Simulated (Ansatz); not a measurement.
Crystal: SnO2.

```
CELL_PARAMETERS angstrom
5.17526 0.00000 0.00000
0.00000 5.17526 0.00000
0.00000 0.00000 5.17526
ATOMIC_POSITIONS crystal
Sn 0.00000 0.00000 0.00000
Sn 0.50000 0.00000 0.50000
Sn 0.50000 0.50000 0.00000
Sn 0.00000 0.50000 0.50000
O 0.66110 0.83890 0.16110
O 0.83890 0.16110 0.66110
O 0.16110 0.66110 0.83890
O 0.33890 0.33890 0.33890
O 0.66110 0.66110 0.66110
O 0.83890 0.33890 0.16110
O 0.16110 0.83890 0.33890
O 0.33890 0.16110 0.83890
```

Measurements of this composition are mostly on another form, of space group No. 136.

Base run:

```yaml
Program: Ansatz 0.2.0
Functional: LDA
Potentials_or_basis: Ansatz PAW
Cutoff: "420 eV (not typed: the program's choice for these potentials)"
k_mesh: 4 × 4 × 4
Occupations: fermi-dirac, width 0.05 eV
Spin: no spin polarisation
```

Its results: band gap on the k mesh 0.47 eV, indirect (least direct gap 0.53 eV); pressure -12.5 GPa; largest force 0.040 eV/Å.

**Question.** The run is repeated on the same cell with these changes: functional from LDA to PBE. What comes out?

**Answer.** Band gap on the k mesh 0.57 eV, indirect (least direct gap 0.63 eV); pressure -0.6 GPa; largest force 0.004 eV/Å.

PBE binds less tightly than LDA, so the same cell stands under more pressure.

Caveats: spin-orbit coupling is left out, which moves the levels of the heavy elements; the PAW data sets come from PBE, with cores solved anew for the run's functional, which leaves a small shift of forces and pressure (some runs).
